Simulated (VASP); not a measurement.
# TiC (I4/mmm) in VASP: further runs

Runs on TiC. Level: PBEsol. Tasks: single point.

Program: VASP 6.6.1. These are calculated values, not measurements. Logs are shortened: lines on timing, memory, paths and dates and some standing lists are left out, and cuts for length are marked.

## Step 1: The cell of the first run

The structure is tetragonal, space group I4/mmm (No. 139). The conventional cell has a = 3.060 Å, b = 3.060 Å, c = 4.003 Å, α = 90.00°, β = 90.00°, γ = 90.00°. Ti (site symmetry 4/mmm) is surrounded by 6 C at 2.00 to 2.16 Å. C (site symmetry 4/mmm) is surrounded by 6 Ti at 2.00 to 2.16 Å.

## Step 2: Single point, PBEsol (strain -0.0750 x Voigt [0, 0, 1, 0, 0, 0], atoms carried along)

The input, INCAR:

```
SYSTEM = TiC
PREC     = Accurate       ! precision mode
ENCUT    = 520            ! plane-wave cutoff, eV
EDIFF    = 1E-6           ! SCF threshold, eV
ISMEAR   = 0              ! smearing method
SIGMA    = 0.15           ! smearing width, eV
LREAL    = .False.        ! projectors in reciprocal space
LASPH    = .True.         ! aspherical terms in the spheres
NELM     = 100            ! most SCF steps
ALGO     = Fast           ! electronic algorithm
ISIF     = 2              ! what is computed and relaxed
LWAVE    = .False.        ! write WAVECAR
LCHARG   = .False.        ! write CHGCAR
GGA      = PS             ! functional
NBANDS   = 15             ! bands
```

The input, KPOINTS:

```
Automatic mesh
0
Gamma
  18 18 18
  0 0 0
```

The input, POSCAR:

```
TiC
1.0
    0.0000000000      2.1640000000      2.0017000000
    2.1640000000      0.0000000000      2.0017000000
    2.1640000000      2.1640000000      0.0000000000
Ti C
1 1
Direct
    0.0000000000      0.0000000000      0.0000000000
    0.5000000000      0.5000000000      0.5000000000
```

Potentials or basis: VASP PAW PBE potentials, release 64 (Ti_sv, C).

Launch:

```bash
$ cat potpaw_PBE.64/Ti_sv/POTCAR potpaw_PBE.64/C/POTCAR > POTCAR
$ mpirun -np 1 vasp_std > vasp.out
```

OUTCAR:

```text
SYSTEM = TiC
   PREC = Accurate
   ENCUT = 520
   EDIFF = 1E-6
   ISMEAR = 0
   LREAL = .False.
   LASPH = .True.
   NELM = 100
   ISIF = 2
   GGA = PS

 ion  position               nearest neighbor table
   1  0.000  0.000  0.000-   2 2.00   2 2.00   2 2.16   2 2.16   2 2.16   2 2.16
   2  0.500  0.500  0.500-   1 2.00   1 2.00   1 2.16   1 2.16   1 2.16   1 2.16

  LATTYP: Found a body centered tetragonal cell.
 ALAT       =     3.0603581490
 C/A-ratio  =     1.3081475452

  Lattice vectors:

 A1 = (   0.0000000000,  -2.1640000000,  -2.0017000000)
 A2 = (   0.0000000000,   2.1640000000,  -2.0017000000)
 A3 = (   2.1640000000,   0.0000000000,   2.0017000000)

Analysis of symmetry for initial positions (statically):
=====================================================================
 Subroutine PRICEL returns:
 Original cell was already a primitive cell.

 Routine SETGRP: Setting up the symmetry group for a
 body centered tetragonal supercell.

 Subroutine GETGRP returns: Found 16 space group operations
 (whereof 16 operations were pure point group operations)
 out of a pool of 16 trial point group operations.

The static configuration has the point symmetry D_4h.

Analysis of symmetry for dynamics (positions and initial velocities):
=====================================================================
 Subroutine PRICEL returns:
 Original cell was already a primitive cell.

 Routine SETGRP: Setting up the symmetry group for a
 body centered tetragonal supercell.

 Subroutine GETGRP returns: Found 16 space group operations
 (whereof 16 operations were pure point group operations)
 out of a pool of 16 trial point group operations.

The dynamic configuration has the point symmetry D_4h.

 Subroutine INISYM returns: Found 16 space group operations
 (whereof 16 operations are pure point group operations),
 and found     1 'primitive' translations

----------------------------------------------------------------------------------------

                                     Primitive cell

  volume of cell :      18.7475

  direct lattice vectors                    reciprocal lattice vectors
     0.000000000  2.164000000  2.001700000    -0.231053604  0.231053604  0.249787680
     2.164000000  0.000000000  2.001700000     0.231053604 -0.231053604  0.249787680
     2.164000000  2.164000000  0.000000000     0.231053604  0.231053604 -0.249787680

  length of vectors
     2.947829522  2.947829522  3.060358149     0.411297242  0.411297242  0.411297242

  position of ions in fractional coordinates (direct lattice)
     0.000000000  0.000000000  0.000000000
     0.500000000  0.500000000  0.500000000

  ion indices of the primitive-cell ions
   primitive index   ion index
                 1           1
                 2           2

----------------------------------------------------------------------------------------

 KPOINTS: Automatic mesh

Automatic generation of k-mesh.
 Grid dimensions read from file:
 generate k-points for:   18   18   18

 Generating k-lattice:

  Cartesian coordinates                     Fractional coordinates (reciprocal lattice)
    -0.012836311  0.012836311  0.013877093     0.055555556 -0.000000000  0.000000000
     0.012836311 -0.012836311  0.013877093    -0.000000000  0.055555556  0.000000000
     0.012836311  0.012836311 -0.013877093     0.000000000  0.000000000  0.055555556

  Length of vectors
     0.022849847  0.022849847  0.022849847

  Shift w.r.t. Gamma in fractional coordinates (k-lattice)
     0.000000000  0.000000000  0.000000000

 Subroutine IBZKPT returns following result:
 ===========================================

 Found    480 irreducible k-points:

 Following reciprocal coordinates:
            Coordinates               Weight
  0.000000  0.000000  0.000000      1.000000
  0.055556  0.000000  0.000000      8.000000
  0.111111  0.000000  0.000000      8.000000
  0.166667  0.000000  0.000000      8.000000
  0.222222 -0.000000  0.000000      8.000000
  0.277778  0.000000  0.000000      8.000000
[... 16 lines left out ...]
 -0.277778  0.055556  0.000000      8.000000
 -0.222222  0.055556  0.000000      8.000000
 [... further k-points ...]
   k-points           NKPTS =    480   k-points in BZ     NKDIM =    480   number of bands    NBANDS=     15
   number of dos      NEDOS =    301   number of ions     NIONS =      2
   total plane-waves  NPLWV =  13824
   dimension x,y,z NGX =    24 NGY =   24 NGZ =   24
   dimension x,y,z NGXF=    48 NGYF=   48 NGZF=   48
   ions per type =               1   1
   NGX,Y,Z   is equivalent  to a cutoff of  13.54, 13.54, 13.04 a.u.
   NGXF,Y,Z  is equivalent  to a cutoff of  27.07, 27.07, 26.07 a.u.
 SYSTEM =  TiC
   PREC   = accura    normal or accurate (medium, high low for compatibility)
   ISTART =      0    job   : 0-new  1-cont  2-samecut
   ICHARG =      2    charge: 1-file 2-atom 10-const
   ISPIN  =      1    spin polarized calculation?
   LNONCOLLINEAR =      F non collinear calculations
   LSORBIT =      F    spin-orbit coupling
   LASPH  =      T    aspherical Exc in radial PAW
   ENCUT  =  520.0 eV  38.22 Ry    6.18 a.u.   5.48  5.48  5.69*2*pi/ulx,y,z
   NELM   =    100;   NELMIN=  2; NELMDL= -5     # of ELM steps
   EDIFF  = 0.1E-05   stopping-criterion for ELM
   LREAL  =      F    real-space projection
   EDIFFG = 0.1E-04   stopping-criterion for IOM
   NSW    =      0    number of steps for IOM
   IBRION =     -1    ionic relax: 0-MD 1-quasi-New 2-CG
   NFREE  =      0    steps in history (QN), initial steepest desc. (CG)
   ISIF   =      2    stress and relaxation
   ISYM   =      2    0-nonsym 1-usesym 2-fastsym
   POTIM  = 0.5000    time-step for ionic-motion
   TEBEG  =    0.0;   TEEND  =   0.0 temperature during run
   PSTRESS=    0.0 pullay stress
   NELECT =      16.0000    total number of electrons
   NUPDOWN=      -1.0000    fix difference up-down
   EMIN   =  10.00;   EMAX   =-10.00  energy-range for DOS
   EFERMI =   0.00;   METHOD = LEGACY
   ISMEAR =     0;   SIGMA  =   0.15  broadening in eV -4-tet -1-fermi 0-gaus
   EFERMI_NEDOS =   21; number of points for ismear=-14 and -15
   IALGO  =     68    algorithm
   IMIX   =      4    mixing-type and parameters
     AMIX     =   0.40;   BMIX     =  1.00
     AMIX_MAG =   1.60;   BMIX_MAG =  1.00
  volume/ion in A,a.u.               =       9.37        63.26
  Fermi-wavevector in a.u.,A,eV,Ry     =   1.552865  2.934489 32.808942  2.411389
  Thomas-Fermi vector in A             =   2.657178
   LORBIT       =      0    0 simple, 1 ext, 2 COOP (PROOUT), +10 PAW based schemes
   GGA     = PS    functional components
   LHFCALC =     F    Hartree Fock is set to
   AEXX    =    0.0000 exact exchange contribution
   IVDW    =     0    specifies the selected vdW correction
   LEPSILON=     F    determine dielectric tensor
   LRPA    =     F    only Hartree local field effects (RPA)
 non-spin polarized calculation
 RMM-DIIS sequential band-by-band and
 Gauss-broadening in eV      SIGMA  =   0.15
  energy-cutoff  :      520.00
  volume of cell :       18.75
 maximum number of plane-waves:       519
 NGX is ok and might be reduce to    24
   NGX = 11   NGY = 11   NGZ = 11

 number of electron      15.9999999 magnetization

 Free energy of the ion-electron system (eV)
  ---------------------------------------------------
  ext. energy  EPLUGINS =         0.00000000
  ---------------------------------------------------
  free energy    TOTEN  =       -19.61291865 eV

  energy without entropy =      -19.60980838  energy(sigma->0) =      -19.61136351

 E-fermi :  10.2928     XC(G=0): -13.2703

 val. band max:       10.2795878531   @ k =   0.1667   0.0000   0.1667
 cond. band min:      10.3064491792   @ k =   0.1667   0.0000   0.1667
 fundamental gap:      0.0268613261
 Fermi energy:        10.2927566191

 k-point     1 :       0.0000    0.0000    0.0000
  band No.  band energies     occupation
      1     -45.8025      2.00000
      2     -21.8989      2.00000
      3     -21.8989      2.00000
      4     -21.8547      2.00000
      5      -2.4642      2.00000
      6      10.7736      0.00001
      7      10.7736      0.00001
      8      11.4155      0.00000
      9      11.8594      0.00000
     10      11.9453      0.00000
     11      11.9453      0.00000
     12      12.3171      0.00000
     13      12.3789      0.00000
     14      22.1629      0.00000
     15      24.5946      0.00000

 k-point     2 :       0.0556    0.0000    0.0000
  band No.  band energies     occupation
      1     -45.7992      2.00000
      2     -21.9143      2.00000
      3     -21.9020      2.00000
      4     -21.8618      2.00000
      5      -2.3852      2.00000
      6      10.4877      0.06608
      7      10.5870      0.00554
      8      11.0778      0.00000
      9      11.2777      0.00000
     10      11.5691      0.00000
     11      12.3446      0.00000
     12      12.8347      0.00000
     13      13.3012      0.00000
     14      22.2826      0.00000
     15      24.6557      0.00000

 k-point     3 :       0.1111    0.0000    0.0000
  band No.  band energies     occupation
      1     -45.7899      2.00000
      2     -21.9703      2.00000
      3     -21.9110      2.00000
      4     -21.8702      2.00000
      5      -2.1526      2.00000
      6       9.7349      2.00000
      7       9.9142      1.99964
      8      10.3161      0.82572
      9      11.3061      0.00000
     10      11.5646      0.00000
     11      12.6772      0.00000
     12      13.8339      0.00000
     13      14.3714      0.00000
     14      22.5784      0.00000
     15      24.7731      0.00000

 k-point     4 :       0.1667    0.0000    0.0000
  band No.  band energies     occupation
      1     -45.7755      2.00000
      2     -22.0625      2.00000
      3     -21.9247      2.00000
      4     -21.8756      2.00000
      5      -1.7788      2.00000
      6       8.8095      2.00000
      7       9.1862      2.00000
      8       9.5417      2.00000
      9      11.5844      0.00000
     10      11.7686      0.00000
     11      12.9755      0.00000
     12      14.8465      0.00000
     13      15.4631      0.00000
     14      22.8239      0.00000
     15      24.8881      0.00000
[... 307 lines left out ...]
 k-point    22 :      -0.3333    0.0556    0.0000
  band No.  band energies     occupation
      1     -45.7152      2.00000
      2     -22.4235      2.00000
      3     -21.9754      2.00000
      4     -21.9143      2.00000
      5       0.1203      2.00000
      6       5.6588      2.00000
      7       7.4205      2.00000
      8       7.8420      2.00000
      9      12.8182      0.00000
     10      13.0198      0.00000
     11      14.0653      0.00000
     12      18.0672      0.00000
     13      18.2352      0.00000
     14      20.6438      0.00000
     15      26.9494      0.00000

 k-point    23 :      -0.2778    0.0556    0.0000
  band No.  band energies     occupation
      1     -45.7323      2.00000
      2     -22.3200      2.00000
      3     -21.9576      2.00000
      4     -21.9116      2.00000
      5      -0.5263      2.00000
      6       6.5338      2.00000
      7       7.7916      2.00000
      8       8.3170      2.00000
      9      12.3185      0.00000
     10      12.7300      0.00000
     11      13.7165      0.00000
     12      17.3423      0.00000
     13      17.3992      0.00000
     14      21.6092      0.00000
     15      26.1599      0.00000

 k-point    24 :      -0.2222    0.0556    0.0000
  band No.  band energies     occupation
      1     -45.7509      2.00000
      2     -22.2054      2.00000
      3     -21.9393      2.00000
      4     -21.9061      2.00000
      5      -1.1201      2.00000
      6       7.4591      2.00000
      7       8.2793      2.00000
      8       8.8695      2.00000
      9      11.8366      0.00000
     10      12.4322      0.00000
     11      13.4195      0.00000
     12      16.3626      0.00000
     13      16.5682      0.00000
     14      22.4300      0.00000
     15      25.4791      0.00000

 [... further k-points ...]

------------------------ aborting loop because EDIFF is reached ----------------------------------------

  FORCE on cell =-STRESS in cart. coord.  units (eV):
  Direction    XX          YY          ZZ          XY          YZ          ZX
  --------------------------------------------------------------------------------------
  -------------------------------------------------------------------------------------
  Total        0.4319889      0.4319889      6.0198618      0.0000000      0.0000000     -0.0000000
  in kB       36.9181290     36.9181290    514.4623640      0.0000000      0.0000000     -0.0000000
  external PRESSURE =     196.0995406 kB  Pullay stress =       0.0000000 kB

 VOLUME and BASIS-vectors are now :
 -----------------------------------------------------------------------------
  energy-cutoff  :      520.00
  volume of cell :       18.75
      direct lattice vectors                 reciprocal lattice vectors
     0.000000000  2.164000000  2.001700000    -0.231053604  0.231053604  0.249787680
     2.164000000  0.000000000  2.001700000     0.231053604 -0.231053604  0.249787680
     2.164000000  2.164000000  0.000000000     0.231053604  0.231053604 -0.249787680

 POSITION                                       TOTAL-FORCE (eV/Angst)
 -----------------------------------------------------------------------------------
      0.00000      0.00000      0.00000         0.000000      0.000000      0.000000
      2.16400      2.16400      2.00170         0.000000      0.000000     -0.000000
 -----------------------------------------------------------------------------------
    total drift:                                0.000000     -0.000000     -0.000000

  FREE ENERGIE OF THE ION-ELECTRON SYSTEM (eV)
  ---------------------------------------------------
  free  energy   TOTEN  =       -19.6129186536 eV

  energy  without entropy=      -19.6098083754  energy(sigma->0) =      -19.61136351
```

It took 1.9 min on 1 thread of Intel Xeon Platinum 8488C (Sapphire Rapids), shared host; peak memory 0.25 GiB.

Results:

```
Free energy            : -19.6129 eV
Pressure               : 19.6 GPa
Band gap on the k mesh : none (metal or under the smearing width)
```

Caveat: so large a pressure means that the cell lies far from this level's equilibrium, or that cutoff or potentials fall short; the potentials were made for another functional, which shifts forces and pressure.

(Continued in part 2 of 2.)
